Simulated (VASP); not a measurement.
# TaS2 in VASP: a series of runs

One slab, TaS2, is run at these levels: PBE+D3(BJ); tasks: single point.

Program: VASP 6.6.1. These are calculated values, not measurements. Logs are shortened: lines on timing, memory, paths and dates and some standing lists are left out, and cuts for length are marked.

### 1 The structure

The cell holds a slab with vacuum, 3 atoms: a = 3.344 Å, b = 3.344 Å, c = 32.180 Å, α = 90.00°, β = 90.00°, γ = 120.00°.

### 2 Single point, PBE+D3(BJ)

INCAR

```
SYSTEM = TaS2
ALGO     = Fast           ! electronic algorithm
DIPOL    = 0.5 0.5 0.500
EDIFF    = 1E-6           ! SCF threshold, eV
ENCUT    = 520            ! plane-wave cutoff, eV
GGA      = PE             ! functional
IDIPOL   = 3            
ISIF     = 2              ! what is computed and relaxed
ISMEAR   = 0              ! smearing method
IVDW     = 12             ! dispersion correction
LASPH    = .TRUE.         ! aspherical terms in the spheres
LCHARG   = .FALSE.        ! write CHGCAR
LDIPOL   = .TRUE.       
LREAL    = .FALSE.        ! projectors in reciprocal space
LWAVE    = .FALSE.        ! write WAVECAR
NBANDS   = 18             ! bands
NELM     = 100            ! most SCF steps
PREC     = Accurate       ! precision mode
SIGMA    = 0.1            ! smearing width, eV
```

KPOINTS

```
k-points
0
G
  15 15 1
  0 0 0
```

POSCAR

```
TaS2
1.0
    3.3435339187      0.0000000000      0.0000000000
   -1.6717669593      2.8955853120      0.0000000000
    0.0000000000      0.0000000000     32.1803051422
S Ta
2 1
Direct
    0.6666666667      0.3333333333      0.4520651206
    0.3333333333      0.6666666667      0.5479348794
    0.0000000000      0.0000000000      0.5000000000
```

Potentials or basis: VASP PAW PBE potentials, release 64 (S, Ta_pv).

The run is started by

```sh
$ cat potpaw_PBE.64/S/POTCAR potpaw_PBE.64/Ta_pv/POTCAR > POTCAR
$ mpirun -np 1 vasp_std > vasp.out
```

OUTCAR:

```text
SYSTEM = TaS2
   EDIFF = 1E-6
   ENCUT = 520
   GGA = PE
   ISIF = 2
   ISMEAR = 0
   IVDW = 12
   LASPH = .TRUE.
   LREAL = .FALSE.
   NELM = 100
   PREC = Accurate
 IVDW          = 12

 ion  position               nearest neighbor table
   1  0.667  0.333  0.452-   3 2.47   3 2.47   3 2.47
   2  0.333  0.667  0.548-   3 2.47   3 2.47   3 2.47
   3  0.000  0.000  0.500-   1 2.47   2 2.47   2 2.47   1 2.47   1 2.47   2 2.47

  LATTYP: Found a hexagonal cell.
 ALAT       =     3.3435339187
 C/A-ratio  =     9.6246384588

  Lattice vectors:

 A1 = (   3.3435339187,   0.0000000000,   0.0000000000)
 A2 = (  -1.6717669593,   2.8955853120,   0.0000000000)
 A3 = (   0.0000000000,   0.0000000000,  32.1803051422)

Analysis of symmetry for initial positions (statically):
=====================================================================
 Subroutine PRICEL returns:
 Original cell was already a primitive cell.

 Routine SETGRP: Setting up the symmetry group for a
 hexagonal supercell.

 Subroutine GETGRP returns: Found 12 space group operations
 (whereof 12 operations were pure point group operations)
 out of a pool of 24 trial point group operations.

The static configuration has the point symmetry D_3d.

Analysis of symmetry for dynamics (positions and initial velocities):
=====================================================================
 Subroutine PRICEL returns:
 Original cell was already a primitive cell.

 Routine SETGRP: Setting up the symmetry group for a
 hexagonal supercell.

 Subroutine GETGRP returns: Found 12 space group operations
 (whereof 12 operations were pure point group operations)
 out of a pool of 24 trial point group operations.

The dynamic configuration has the point symmetry D_3d.

 Subroutine INISYM returns: Found 12 space group operations
 (whereof 12 operations are pure point group operations),
 and found     1 'primitive' translations

----------------------------------------------------------------------------------------

                                     Primitive cell

  volume of cell :     311.5532

  direct lattice vectors                    reciprocal lattice vectors
     3.343533919  0.000000000  0.000000000     0.299084748  0.172676660  0.000000000
    -1.671766959  2.895585312  0.000000000     0.000000000  0.345353320  0.000000000
     0.000000000  0.000000000 32.180305142     0.000000000  0.000000000  0.031074907

  length of vectors
     3.343533919  3.343533919 32.180305142     0.345353320  0.345353320  0.031074907

  position of ions in fractional coordinates (direct lattice)
     0.666666667  0.333333333  0.452065121
     0.333333333  0.666666667  0.547934879
     0.000000000  0.000000000  0.500000000

  ion indices of the primitive-cell ions
   primitive index   ion index
                 1           1
                 2           2
                 3           3

----------------------------------------------------------------------------------------

 KPOINTS: k-points

Automatic generation of k-mesh.
 Grid dimensions read from file:
 generate k-points for:   15   15    1

 Generating k-lattice:

  Cartesian coordinates                     Fractional coordinates (reciprocal lattice)
     0.019938983  0.011511777  0.000000000     0.066666667 -0.000000000  0.000000000
     0.000000000  0.023023555  0.000000000     0.000000000  0.066666667  0.000000000
     0.000000000  0.000000000  0.031074907     0.000000000  0.000000000  1.000000000

  Length of vectors
     0.023023555  0.023023555  0.031074907

  Shift w.r.t. Gamma in fractional coordinates (k-lattice)
     0.000000000  0.000000000  0.000000000

 Subroutine IBZKPT returns following result:
 ===========================================

 Found     27 irreducible k-points:

 Following reciprocal coordinates:
            Coordinates               Weight
  0.000000  0.000000  0.000000      1.000000
  0.066667  0.000000  0.000000      6.000000
  0.133333  0.000000  0.000000      6.000000
  0.200000  0.000000  0.000000      6.000000
  0.266667  0.000000  0.000000      6.000000
  0.333333  0.000000  0.000000      6.000000
[... 16 lines left out ...]
  0.333333  0.200000  0.000000     12.000000
  0.400000  0.200000  0.000000      6.000000
 [... further k-points ...]
   k-points           NKPTS =     27   k-points in BZ     NKDIM =     27   number of bands    NBANDS=     18
   number of dos      NEDOS =    301   number of ions     NIONS =      3
   total plane-waves  NPLWV = 188160
   dimension x,y,z NGX =    28 NGY =   28 NGZ =  240
   dimension x,y,z NGXF=    56 NGYF=   56 NGZF=  480
   ions per type =               2   1
   NGX,Y,Z   is equivalent  to a cutoff of  13.92, 13.92, 12.40 a.u.
   NGXF,Y,Z  is equivalent  to a cutoff of  27.84, 27.84, 24.80 a.u.
 SYSTEM =  TaS2
   PREC   = accura    normal or accurate (medium, high low for compatibility)
   ISTART =      0    job   : 0-new  1-cont  2-samecut
   ICHARG =      2    charge: 1-file 2-atom 10-const
   ISPIN  =      1    spin polarized calculation?
   LNONCOLLINEAR =      F non collinear calculations
   LSORBIT =      F    spin-orbit coupling
   LASPH  =      T    aspherical Exc in radial PAW
   ENCUT  =  520.0 eV  38.22 Ry    6.18 a.u.   6.22  6.22 59.83*2*pi/ulx,y,z
   NELM   =    100;   NELMIN=  2; NELMDL= -5     # of ELM steps
   EDIFF  = 0.1E-05   stopping-criterion for ELM
   LREAL  =      F    real-space projection
   EDIFFG = 0.1E-04   stopping-criterion for IOM
   NSW    =      0    number of steps for IOM
   IBRION =     -1    ionic relax: 0-MD 1-quasi-New 2-CG
   NFREE  =      0    steps in history (QN), initial steepest desc. (CG)
   ISIF   =      2    stress and relaxation
   ISYM   =      2    0-nonsym 1-usesym 2-fastsym
   POTIM  = 0.5000    time-step for ionic-motion
   TEBEG  =    0.0;   TEEND  =   0.0 temperature during run
   PSTRESS=    0.0 pullay stress
   NELECT =      23.0000    total number of electrons
   NUPDOWN=      -1.0000    fix difference up-down
   EMIN   =  10.00;   EMAX   =-10.00  energy-range for DOS
   EFERMI =   0.00;   METHOD = LEGACY
   ISMEAR =     0;   SIGMA  =   0.10  broadening in eV -4-tet -1-fermi 0-gaus
   EFERMI_NEDOS =   21; number of points for ismear=-14 and -15
   IALGO  =     68    algorithm
   IMIX   =      4    mixing-type and parameters
     AMIX     =   0.40;   BMIX     =  1.00
     AMIX_MAG =   1.60;   BMIX_MAG =  1.00
  volume/ion in A,a.u.               =     103.85       700.82
  Fermi-wavevector in a.u.,A,eV,Ry     =   0.686763  1.297793  6.417092  0.471643
  Thomas-Fermi vector in A             =   1.767084
   LORBIT       =      0    0 simple, 1 ext, 2 COOP (PROOUT), +10 PAW based schemes
   GGA     = PE    functional components
   LHFCALC =     F    Hartree Fock is set to
   AEXX    =    0.0000 exact exchange contribution
   IVDW    =    12    specifies the selected vdW correction
   LEPSILON=     F    determine dielectric tensor
   LRPA    =     F    only Hartree local field effects (RPA)
 non-spin polarized calculation
 RMM-DIIS sequential band-by-band and
 Gauss-broadening in eV      SIGMA  =   0.10
  energy-cutoff  :      520.00
  volume of cell :      311.55
 maximum number of plane-waves:      8459
 NGX is ok and might be reduce to    28
   NGX = 13   NGY = 13   NGZ =119

 number of electron      22.9999996 magnetization

 dipolmoment           0.000000      0.000000     -0.000000 electrons x Angstroem

 Free energy of the ion-electron system (eV)
  ---------------------------------------------------
  ext. energy  EPLUGINS =         0.00000000
  ---------------------------------------------------
  free energy    TOTEN  =       -23.14728792 eV

  energy without entropy =      -23.14030331  energy(sigma->0) =      -23.14379561

 E-fermi :  -3.1050     XC(G=0):  -2.2885

 val. band max:       -3.1845984575   @ k =   0.3333   0.1333   0.0000
 cond. band min:      -3.0711927596   @ k =   0.2667   0.1333   0.0000
 fundamental gap:      0.1134056979
 Fermi energy:        -3.1049628078

 k-point     1 :       0.0000    0.0000    0.0000
  band No.  band energies     occupation
      1     -38.4134      2.00000
      2     -38.3881      2.00000
      3     -38.3881      2.00000
      4     -17.8211      2.00000
      5     -16.3565      2.00000
      6      -9.3645      2.00000
[... 10 lines left out ...]
     17       1.5031      0.00000
     18       2.4233      0.00000

 k-point     2 :       0.0667    0.0000    0.0000
  band No.  band energies     occupation
      1     -38.4110      2.00000
      2     -38.4010      2.00000
      3     -38.3911      2.00000
      4     -17.7537      2.00000
      5     -16.3468      2.00000
      6      -9.2832      2.00000
[... 10 lines left out ...]
     17       1.4740      0.00000
     18       1.6821      0.00000

 k-point     3 :       0.1333    0.0000    0.0000
  band No.  band energies     occupation
      1     -38.4371      2.00000
      2     -38.4041      2.00000
      3     -38.3994      2.00000
      4     -17.5586      2.00000
      5     -16.3189      2.00000
      6      -9.0496      2.00000
[... 10 lines left out ...]
     17       1.8147      0.00000
     18       1.9726      0.00000

 k-point     4 :       0.2000    0.0000    0.0000
  band No.  band energies     occupation
      1     -38.4898      2.00000
      2     -38.4116      2.00000
      3     -38.3940      2.00000
      4     -17.2581      2.00000
      5     -16.2743      2.00000
      6      -8.7125      2.00000
[... 375 lines left out ...]
      4     -16.1570      2.00000
      5     -16.0169      2.00000
      6      -8.8188      2.00000
[... 10 lines left out ...]
     17       3.4399      0.00000
     18       3.9716      0.00000

 k-point    23 :       0.3333    0.2000    0.0000
  band No.  band energies     occupation
      1     -38.6366      2.00000
      2     -38.5123      2.00000
      3     -38.3548      2.00000
      4     -16.0998      2.00000
      5     -15.7997      2.00000
      6      -9.1617      2.00000
[... 10 lines left out ...]
     17       3.3310      0.00000
     18       3.7776      0.00000

 k-point    24 :       0.4000    0.2000    0.0000
  band No.  band energies     occupation
      1     -38.6422      2.00000
      2     -38.5190      2.00000
      3     -38.3529      2.00000
      4     -16.0863      2.00000
      5     -15.7107      2.00000
      6      -9.2894      2.00000
[... 10 lines left out ...]
     17       3.4480      0.00000
     18       3.5972      0.00000

 [... further k-points ...]

------------------------ aborting loop because EDIFF is reached ----------------------------------------

 vacuum level on the upper side and lower side of the slab       (xc-potential included)        -0.009        -0.009

 Edisp (eV)   -0.85556

 E8    (eV) :    -0.3909

  FORCE on cell =-STRESS in cart. coord.  units (eV):
  Direction    XX          YY          ZZ          XY          YZ          ZX
  --------------------------------------------------------------------------------------
  -------------------------------------------------------------------------------------
  Total      -0.01985    -0.01985    -0.01629    -0.00000     0.00000    -0.00000
  in kB      -0.10209    -0.10209    -0.08378    -0.00000     0.00000    -0.00000
  external pressure =       -0.10 kB  Pullay stress =        0.00 kB

 VOLUME and BASIS-vectors are now :
 -----------------------------------------------------------------------------
  energy-cutoff  :      520.00
  volume of cell :      311.55
      direct lattice vectors                 reciprocal lattice vectors
     3.343533919  0.000000000  0.000000000     0.299084748  0.172676660  0.000000000
    -1.671766959  2.895585312  0.000000000     0.000000000  0.345353320  0.000000000
     0.000000000  0.000000000 32.180305142     0.000000000  0.000000000  0.031074907

 POSITION                                       TOTAL-FORCE (eV/Angst)
 -----------------------------------------------------------------------------------
      1.67177      0.96520     14.54759         0.000000     -0.000000     -0.002743
     -0.00000      1.93039     17.63271        -0.000000      0.000000      0.002743
      0.00000      0.00000     16.09015         0.000000      0.000000      0.000000
 -----------------------------------------------------------------------------------
    total drift:                                0.000000      0.000000      0.000000

  FREE ENERGIE OF THE ION-ELECTRON SYSTEM (eV)
  ---------------------------------------------------
  free  energy   TOTEN  =       -24.0028446408 eV

  energy  without entropy=      -23.9958600289  energy(sigma->0) =      -23.99935233

 vacuum level on the upper side and lower side of the slab         1.953         1.953
```

It took 4.1 min on 1 thread of Intel Xeon Platinum 8488C (Sapphire Rapids), shared host; peak memory 0.52 GiB.

Results:

```
Free energy                : -24.0028 eV
Band gap on the k mesh     : none (metal or under the smearing width)
Dispersion energy per atom : -0.285 eV
```

Forces on the atoms (eV/Å):
```
S    0.000  0.000 -0.003
S    0.000  0.000  0.003
Ta   0.000  0.000  0.000
```

(Continued in part 2 of 2.)
